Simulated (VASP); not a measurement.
# TiC2 (Fm-3m) in VASP: further runs

One crystal, TiC2, is run at these levels: PBE, PBE+U; tasks: single point.

Everything below comes from runs of VASP 6.6.1. Logs are shortened: lines on timing, memory, paths and dates and some standing lists are left out, and cuts for length are marked.

### Step 1. Starting point

The structure is cubic, space group Fm-3m (No. 225). Conventional cell: a = 4.811 Å, b = 4.811 Å, c = 4.811 Å, α = 90.00°, β = 90.00°, γ = 90.00°. Ti (site symmetry m-3m) has 8 C at 2.08 Å as nearest neighbours. C (site symmetry -43m) is surrounded by 4 Ti at 2.08 Å.

The cell was built by a generator and needn't be a form met in nature.

### Step 2. Single point, PBE

INCAR reads:

```
SYSTEM = TiC2
  ALGO = Normal
  EDIFF = 1E-7
  ENCUT = 520
  GGA = PE
  ISIF = 2
  ISMEAR = -1
  LASPH = .TRUE.
  LCHARG = .FALSE.
  LREAL = .FALSE.
  LWAVE = .FALSE.
  NBANDS = 17
  NELM = 80
  PREC = Accurate
  SIGMA = 0.1
```

KPOINTS reads:

```
k-points
0
G
  6 6 6
  0 0 0
```

POSCAR reads:

```
TiC2
1.0
    0.0000000000      2.4055580000      2.4055580000
    2.4055580000      0.0000000000      2.4055580000
    2.4055580000      2.4055580000      0.0000000000
Ti C
1 2
Direct
    0.0000000000      0.0000000000      0.0000000000
    0.2500000000      0.2500000000      0.2500000000
    0.7500000000      0.7500000000      0.7500000000
```

Potentials or basis: VASP PAW PBE potentials, release 64 (Ti_sv, C).

Launch:

```console
cat potpaw_PBE.64/Ti_sv/POTCAR potpaw_PBE.64/C/POTCAR > POTCAR
mpirun -np 1 vasp_std > vasp.out
```

OUTCAR:

```text
SYSTEM = TiC2
   EDIFF = 1E-7
   ENCUT = 520
   GGA = PE
   ISIF = 2
   ISMEAR = -1
   LASPH = .TRUE.
   LREAL = .FALSE.
   NELM = 80
   PREC = Accurate

 ion  position               nearest neighbor table
   1  0.000  0.000  0.000-   3 2.08   3 2.08   3 2.08   2 2.08   3 2.08   2 2.08   2 2.08   2 2.08

   2  0.250  0.250  0.250-   1 2.08   1 2.08   1 2.08   1 2.08
   3  0.750  0.750  0.750-   1 2.08   1 2.08   1 2.08   1 2.08

  LATTYP: Found a face centered cubic cell.
 ALAT       =     4.8111160000

  Lattice vectors:

 A1 = (   0.0000000000,   2.4055580000,   2.4055580000)
 A2 = (   2.4055580000,   0.0000000000,   2.4055580000)
 A3 = (   2.4055580000,   2.4055580000,   0.0000000000)

Analysis of symmetry for initial positions (statically):
=====================================================================
 Subroutine PRICEL returns:
 Original cell was already a primitive cell.

 Routine SETGRP: Setting up the symmetry group for a
 face centered cubic supercell.

 Subroutine GETGRP returns: Found 48 space group operations
 (whereof 48 operations were pure point group operations)
 out of a pool of 48 trial point group operations.

The static configuration has the point symmetry O_h .

Analysis of symmetry for dynamics (positions and initial velocities):
=====================================================================
 Subroutine PRICEL returns:
 Original cell was already a primitive cell.

 Routine SETGRP: Setting up the symmetry group for a
 face centered cubic supercell.

 Subroutine GETGRP returns: Found 48 space group operations
 (whereof 48 operations were pure point group operations)
 out of a pool of 48 trial point group operations.

The dynamic configuration has the point symmetry O_h .

 Subroutine INISYM returns: Found 48 space group operations
 (whereof 48 operations are pure point group operations),
 and found     1 'primitive' translations

----------------------------------------------------------------------------------------

                                     Primitive cell

  volume of cell :      27.8405

  direct lattice vectors                    reciprocal lattice vectors
     0.000000000  2.405558000  2.405558000    -0.207851983  0.207851983  0.207851983
     2.405558000  0.000000000  2.405558000     0.207851983 -0.207851983  0.207851983
     2.405558000  2.405558000  0.000000000     0.207851983  0.207851983 -0.207851983

  length of vectors
     3.401972749  3.401972749  3.401972749     0.360010195  0.360010195  0.360010195

  position of ions in fractional coordinates (direct lattice)
     0.000000000  0.000000000  0.000000000
     0.250000000  0.250000000  0.250000000
     0.750000000  0.750000000  0.750000000

  ion indices of the primitive-cell ions
   primitive index   ion index
                 1           1
                 2           2
                 3           3

----------------------------------------------------------------------------------------

 KPOINTS: k-points

Automatic generation of k-mesh.
 Grid dimensions read from file:
 generate k-points for:    6    6    6

 Generating k-lattice:

  Cartesian coordinates                     Fractional coordinates (reciprocal lattice)
    -0.034641997  0.034641997  0.034641997     0.166666667  0.000000000  0.000000000
     0.034641997 -0.034641997  0.034641997     0.000000000  0.166666667  0.000000000
     0.034641997  0.034641997 -0.034641997     0.000000000  0.000000000  0.166666667

  Length of vectors
     0.060001699  0.060001699  0.060001699

  Shift w.r.t. Gamma in fractional coordinates (k-lattice)
     0.000000000  0.000000000  0.000000000

 Subroutine IBZKPT returns following result:
 ===========================================

 Found     16 irreducible k-points:

 Following reciprocal coordinates:
            Coordinates               Weight
  0.000000  0.000000  0.000000      1.000000
  0.166667  0.000000  0.000000      8.000000
  0.333333  0.000000  0.000000      8.000000
  0.500000  0.000000  0.000000      4.000000
  0.166667  0.166667  0.000000      6.000000
  0.333333  0.166667  0.000000     24.000000
[... 8 lines left out ...]
 -0.333333  0.333333  0.166667     24.000000
 -0.333333  0.500000  0.166667     12.000000
   k-points           NKPTS =     16   k-points in BZ     NKDIM =     16   number of bands    NBANDS=     17
   number of dos      NEDOS =    301   number of ions     NIONS =      3
   total plane-waves  NPLWV =  21952
   dimension x,y,z NGX =    28 NGY =   28 NGZ =   28
   dimension x,y,z NGXF=    56 NGYF=   56 NGZF=   56
   ions per type =               1   2
   NGX,Y,Z   is equivalent  to a cutoff of  13.68, 13.68, 13.68 a.u.
   NGXF,Y,Z  is equivalent  to a cutoff of  27.37, 27.37, 27.37 a.u.
 SYSTEM =  TiC2
   PREC   = accura    normal or accurate (medium, high low for compatibility)
   ISTART =      0    job   : 0-new  1-cont  2-samecut
   ICHARG =      2    charge: 1-file 2-atom 10-const
   ISPIN  =      1    spin polarized calculation?
   LNONCOLLINEAR =      F non collinear calculations
   LSORBIT =      F    spin-orbit coupling
   LASPH  =      T    aspherical Exc in radial PAW
   ENCUT  =  520.0 eV  38.22 Ry    6.18 a.u.   6.33  6.33  6.33*2*pi/ulx,y,z
   NELM   =     80;   NELMIN=  2; NELMDL= -5     # of ELM steps
   EDIFF  = 0.1E-06   stopping-criterion for ELM
   LREAL  =      F    real-space projection
   EDIFFG = 0.1E-05   stopping-criterion for IOM
   NSW    =      0    number of steps for IOM
   IBRION =     -1    ionic relax: 0-MD 1-quasi-New 2-CG
   NFREE  =      0    steps in history (QN), initial steepest desc. (CG)
   ISIF   =      2    stress and relaxation
   ISYM   =      2    0-nonsym 1-usesym 2-fastsym
   POTIM  = 0.5000    time-step for ionic-motion
   TEBEG  =    0.0;   TEEND  =   0.0 temperature during run
   PSTRESS=    0.0 pullay stress
   NELECT =      20.0000    total number of electrons
   NUPDOWN=      -1.0000    fix difference up-down
   EMIN   =  10.00;   EMAX   =-10.00  energy-range for DOS
   EFERMI =   0.00;   METHOD = LEGACY
   ISMEAR =    -1;   SIGMA  =   0.10  broadening in eV -4-tet -1-fermi 0-gaus
   EFERMI_NEDOS =   21; number of points for ismear=-14 and -15
   IALGO  =     38    algorithm
   IMIX   =      4    mixing-type and parameters
     AMIX     =   0.40;   BMIX     =  1.00
     AMIX_MAG =   1.60;   BMIX_MAG =  1.00
  volume/ion in A,a.u.               =       9.28        62.63
  Fermi-wavevector in a.u.,A,eV,Ry     =   1.466197  2.770711 29.248903  2.149734
  Thomas-Fermi vector in A             =   2.581963
   LORBIT       =      0    0 simple, 1 ext, 2 COOP (PROOUT), +10 PAW based schemes
   GGA     = PE    functional components
   LHFCALC =     F    Hartree Fock is set to
   AEXX    =    0.0000 exact exchange contribution
   IVDW    =     0    specifies the selected vdW correction
   LEPSILON=     F    determine dielectric tensor
   LRPA    =     F    only Hartree local field effects (RPA)
 non-spin polarized calculation
  energy-cutoff  :      520.00
  volume of cell :       27.84
 maximum number of plane-waves:       757
 NGX is ok and might be reduce to    28
   NGX = 13   NGY = 13   NGZ = 13

 number of electron      20.0000001 magnetization

 Free energy of the ion-electron system (eV)
  ---------------------------------------------------
  ext. energy  EPLUGINS =         0.00000000
  ---------------------------------------------------
  free energy    TOTEN  =       -21.91076794 eV

  energy without entropy =      -21.84454078  energy(sigma->0) =      -21.87765436

 E-fermi :   8.6700     XC(G=0): -12.4300

 val. band max:        8.6610485010   @ k =   0.5000   0.0000   0.0000
 cond. band min:       8.8263777107   @ k =   0.5000   0.3333   0.0000
 fundamental gap:      0.1653292097
 Fermi energy:         8.6699702538

 k-point     1 :       0.0000    0.0000    0.0000
  band No.  band energies     occupation
      1     -47.8686      2.00000
      2     -24.1161      2.00000
      3     -24.1161      2.00000
      4     -24.1161      2.00000
      5      -5.5927      2.00000
      6       3.5405      2.00000
[... 9 lines left out ...]
     16      16.4432      0.00000
     17      16.4432      0.00000

 k-point     2 :       0.1667    0.0000    0.0000
  band No.  band energies     occupation
      1     -47.8624      2.00000
      2     -24.1831      2.00000
      3     -24.1258      2.00000
      4     -24.1258      2.00000
      5      -5.1003      2.00000
      6       1.3206      2.00000
[... 9 lines left out ...]
     16      15.9892      0.00000
     17      15.9892      0.00000

 k-point     3 :       0.3333    0.0000    0.0000
  band No.  band energies     occupation
      1     -47.8501      2.00000
      2     -24.3141      2.00000
      3     -24.1451      2.00000
      4     -24.1451      2.00000
      5      -3.8495      2.00000
      6      -0.4228      2.00000
[... 9 lines left out ...]
     16      15.9674      0.00000
     17      15.9674      0.00000

 k-point     4 :       0.5000    0.0000    0.0000
  band No.  band energies     occupation
      1     -47.8439      2.00000
      2     -24.3783      2.00000
      3     -24.1547      2.00000
      4     -24.1547      2.00000
      5      -2.7821      2.00000
      6      -1.4445      2.00000
[... 9 lines left out ...]
     16      16.1685      0.00000
     17      16.1685      0.00000

 k-point     5 :       0.1667    0.1667    0.0000
  band No.  band energies     occupation
      1     -47.8604      2.00000
      2     -24.1828      2.00000
      3     -24.1401      2.00000
      4     -24.1401      2.00000
      5      -4.9297      2.00000
      6       1.1340      2.00000
[... 9 lines left out ...]
     16      15.1840      0.00000
     17      16.3425      0.00000

 k-point     6 :       0.3333    0.1667    0.0000
  band No.  band energies     occupation
      1     -47.8501      2.00000
      2     -24.2786      2.00000
      3     -24.1637      2.00000
      4     -24.1618      2.00000
      5      -3.9037      2.00000
      6      -0.1040      2.00000
[... 9 lines left out ...]
     16      15.3175      0.00000
     17      16.0270      0.00000

 k-point     7 :       0.5000    0.1667    0.0000
  band No.  band energies     occupation
      1     -47.8418      2.00000
      2     -24.3526      2.00000
      3     -24.1939      2.00000
      4     -24.1691      2.00000
      5      -2.5778      2.00000
      6      -1.2378      2.00000
[... 9 lines left out ...]
     16      15.7954      0.00000
     17      15.8402      0.00000

 k-point     8 :      -0.3333    0.1667    0.0000
  band No.  band energies     occupation
      1     -47.8439      2.00000
      2     -24.3317      2.00000
      3     -24.2016      2.00000
      4     -24.1548      2.00000
      5      -3.0089      2.00000
      6      -0.8999      2.00000
[... 9 lines left out ...]
     16      15.5619      0.00000
     17      15.9281      0.00000

 k-point     9 :      -0.1667    0.1667    0.0000
  band No.  band energies     occupation
      1     -47.8542      2.00000
      2     -24.2468      2.00000
      3     -24.1683      2.00000
      4     -24.1332      2.00000
      5      -4.3408      2.00000
      6       0.2631      2.00000
[... 9 lines left out ...]
     16      15.0121      0.00000
     17      16.0997      0.00000

 k-point    10 :       0.3333    0.3333    0.0000
  band No.  band energies     occupation
      1     -47.8439      2.00000
      2     -24.3103      2.00000
      3     -24.1881      2.00000
      4     -24.1881      2.00000
      5      -3.1648      2.00000
      6      -0.3948      2.00000
[... 9 lines left out ...]
     16      15.2863      0.00000
     17      15.7968      0.00000

 k-point    11 :       0.5000    0.3333    0.0000
  band No.  band energies     occupation
      1     -47.8378      2.00000
      2     -24.3428      2.00000
      3     -24.2289      2.00000
      4     -24.1977      2.00000
      5      -2.0147      2.00000
      6      -0.9591      2.00000
[... 9 lines left out ...]
     16      15.6078      0.00000
     17      15.6723      0.00000

 k-point    12 :      -0.3333    0.3333    0.0000
  band No.  band energies     occupation
      1     -47.8377      2.00000
      2     -24.2962      2.00000
      3     -24.2935      2.00000
      4     -24.1811      2.00000
      5      -1.8206      2.00000
      6      -1.2589      2.00000
[... 9 lines left out ...]
     16      15.6527      0.00000
     17      15.6758      0.00000

 k-point    13 :       0.5000    0.5000    0.0000
  band No.  band energies     occupation
      1     -47.8357      2.00000
      2     -24.3714      2.00000
      3     -24.2120      2.00000
      4     -24.2120      2.00000
      5      -1.5576      2.00000
      6      -0.9099      2.00000
[... 9 lines left out ...]
     16      15.8881      0.00000
     17      15.8881      0.00000

 k-point    14 :       0.5000    0.3333    0.1667
  band No.  band energies     occupation
      1     -47.8419      2.00000
      2     -24.3146      2.00000
      3     -24.2243      2.00000
      4     -24.1765      2.00000
      5      -2.7800      2.00000
      6      -0.7586      2.00000
[... 9 lines left out ...]
     16      15.3133      0.00000
     17      15.8568      0.00000

 k-point    15 :      -0.3333    0.3333    0.1667
  band No.  band energies     occupation
      1     -47.8377      2.00000
      2     -24.3218      2.00000
      3     -24.2581      2.00000
      4     -24.1909      2.00000
      5      -1.7666      2.00000
      6      -1.3438      2.00000
[... 9 lines left out ...]
     16      15.1480      0.00000
     17      16.0753      0.00000

 k-point    16 :      -0.3333    0.5000    0.1667
  band No.  band energies     occupation
      1     -47.8357      2.00000
      2     -24.3319      2.00000
      3     -24.2522      2.00000
      4     -24.2134      2.00000
      5      -1.4455      2.00000
      6      -1.1332      2.00000
[... 9 lines left out ...]
     16      15.0857      0.00000
     17      16.2719      0.00000

------------------------ aborting loop because EDIFF is reached ----------------------------------------

  FORCE on cell =-STRESS in cart. coord.  units (eV):
  Direction    XX          YY          ZZ          XY          YZ          ZX
  --------------------------------------------------------------------------------------
  -------------------------------------------------------------------------------------
  Total        4.5828121      4.5828121      4.5828121      0.0000000      0.0000000     -0.0000000
  in kB      263.7334012    263.7334012    263.7334012      0.0000000      0.0000000     -0.0000000
  external PRESSURE =     263.7334012 kB  Pullay stress =       0.0000000 kB

 VOLUME and BASIS-vectors are now :
 -----------------------------------------------------------------------------
  energy-cutoff  :      520.00
  volume of cell :       27.84
      direct lattice vectors                 reciprocal lattice vectors
     0.000000000  2.405558000  2.405558000    -0.207851983  0.207851983  0.207851983
     2.405558000  0.000000000  2.405558000     0.207851983 -0.207851983  0.207851983
     2.405558000  2.405558000  0.000000000     0.207851983  0.207851983 -0.207851983

 POSITION                                       TOTAL-FORCE (eV/Angst)
 -----------------------------------------------------------------------------------
      0.00000      0.00000      0.00000         0.000000     -0.000000     -0.000000
      1.20278      1.20278      1.20278         0.000000      0.000000      0.000000
      3.60834      3.60834      3.60834        -0.000000      0.000000     -0.000000
 -----------------------------------------------------------------------------------
    total drift:                               -0.000000     -0.000000      0.000000

  FREE ENERGIE OF THE ION-ELECTRON SYSTEM (eV)
  ---------------------------------------------------
  free  energy   TOTEN  =       -21.9107679386 eV

  energy  without entropy=      -21.8445407831  energy(sigma->0) =      -21.87765436
```

Run time: 7 s. Hardware: 1 thread of Intel Xeon 6975P-C (Granite Rapids), shared host; peak memory 0.15 GiB.

Results:

* Free energy: -21.9108 eV
* Pressure: 26.4 GPa
* Band gap on the k mesh: none (metal or under the smearing width)

Caveat: the k mesh is coarse (spacing up to 0.38 Å⁻¹), so the values aren't converged; so large a pressure means that the cell lies far from this level's equilibrium, or that cutoff or potentials fall short.

### Step 3. Single point, PBE+U

INCAR reads:

```
  ALGO = Normal
  EDIFF = 1E-6
  ENCUT = 520
  GGA = PE
  ISIF = 2
  ISMEAR = -1
  LASPH = T
  LCHARG = F
  LDAU = T
  LDAUJ = 0 0
  LDAUL = 2 -1
  LDAUPRINT = 1
  LDAUTYPE = 2
  LDAUU = 4 0
  LMAXMIX = 4
  LREAL = F
  LWAVE = F
  NBANDS = 17
  NELM = 150
  PREC = Accurate
  SIGMA = 0.1
```

KPOINTS reads:

```
k-points
0
Gamma
  6 6 6
```

POSCAR is that of step 2.

Potentials or basis: VASP PAW PBE potentials, release 64 (Ti_sv, C).

Launch:

```console
cat potpaw_PBE.64/Ti_sv/POTCAR potpaw_PBE.64/C/POTCAR > POTCAR
mpirun -np 1 vasp_std > vasp.out
```

Wall time 6.2 s (1 thread of Intel Xeon 6975P-C (Granite Rapids), shared host); peak memory 0.15 GiB.

The run converged. Its results:

```yaml
Free_energy: -18.7268 eV
Pressure: 37.1 GPa
Band_gap_on_the_k_mesh: none (metal or under the smearing width)
```

Levels at points of the mesh, in eV from the Fermi level:
```
           k point  band 6  band 7  band 8  band 9  band 10  band 11  band 12  band 13  band 14  band 15
(0.00, 0.00, 0.00)   -5.10   -5.10   -5.10   -5.04     1.97     1.97     2.61     2.61     2.61     7.75
(0.50, 0.00, 0.00)  -10.29   -3.87   -3.87   -0.64    -0.35    -0.35    -0.11     2.38     2.38     5.79
(0.50, 0.50, 0.00)   -9.58   -7.06   -3.47   -3.47    -0.14    -0.14     2.85     3.07     4.43     5.96
```

Eigenvalues of the final occupation matrices:
| site | spin | trace | eigenvalues |
| --- | --- | --- | --- |
| site 1 d | 1 | 1.01 | 0.10 0.10 0.27 0.27 0.27 |
| site 1 d | 2 | 1.01 | 0.10 0.10 0.27 0.27 0.27 |

Caveat: the k mesh is coarse (spacing up to 0.38 Å⁻¹), so the values aren't converged; a pressure of tens of GPa on the cell as given is suspect, and the run, the potentials or the cell itself is likely at fault; U without spin polarisation on a metal has little footing; the U is typed as a test and isn't derived for this compound.

### Step 4. Single point, PBE

INCAR reads:

```
SYSTEM = TiC2
  PREC = Accurate
  ENCUT = 520
  EDIFF = 1E-7
  ISMEAR = -1
  SIGMA = 0.1
  LREAL = .False.
  LASPH = .True.
  NELM = 80
  ALGO = Normal
  ISIF = 2
  LWAVE = .False.
  LCHARG = .False.
  GGA = PE
  NBANDS = 17
  ISYM = 0
```

KPOINTS reads:

```
Automatic mesh
0
Gamma
  6 6 6
  0.5 0.5 0.5
```

POSCAR is that of step 3.

Launch:

```console
cat potpaw_PBE.64/Ti_sv/POTCAR potpaw_PBE.64/C/POTCAR > POTCAR
mpirun -np 1 vasp_std > vasp.out
```

Wall time 1.8 min (1 thread of Intel Xeon 6975P-C (Granite Rapids), shared host); peak memory 0.31 GiB.

The run converged. Its results:

```
Free energy            : -21.9486 eV
Pressure               : 26.7 GPa
Band gap on the k mesh : none (metal or under the smearing width)
```

Levels at points of the mesh, in eV from the Fermi level:
```
           k point  band 8  band 9  band 10  band 11  band 12  band 13
(0.08, 0.08, 0.08)   -5.11   -3.82     0.90     0.90     2.45     2.96
```

Caveat: the k mesh is coarse (spacing up to 0.38 Å⁻¹), so the values aren't converged; so large a pressure means that the cell lies far from this level's equilibrium, or that cutoff or potentials fall short.

### Step 5. The runs side by side

```tsv
level	U	k mesh	gap on the mesh (eV)	pressure (GPa)
PBE	-	6 × 6 × 6	none	26.4
PBE+U	Ti d U = 4.0 eV	6 × 6 × 6	none	37.1
PBE	-	6 × 6 × 6, shifted	none	26.7
```

Alike in all rows: task single point; potentials or basis VASP PAW PBE potentials, release 64 (Ti_sv, C); no spin polarisation; cell as given; cutoff (eV) 520; smearing fermi-dirac 0.1 eV; the mesh is coarse, so values aren't converged.

Caveats: all runs use coarse meshes; so large a pressure means that the cell lies far from this level's equilibrium, or that cutoff or potentials fall short (some runs); a pressure of tens of GPa on the cell as given is suspect, and the run, the potentials or the cell itself is likely at fault (some runs); U without spin polarisation on a metal has little footing (some runs); the U is typed as a test and isn't derived for this compound (some runs).

Absolute energies hang on the potentials; compare differences alone.
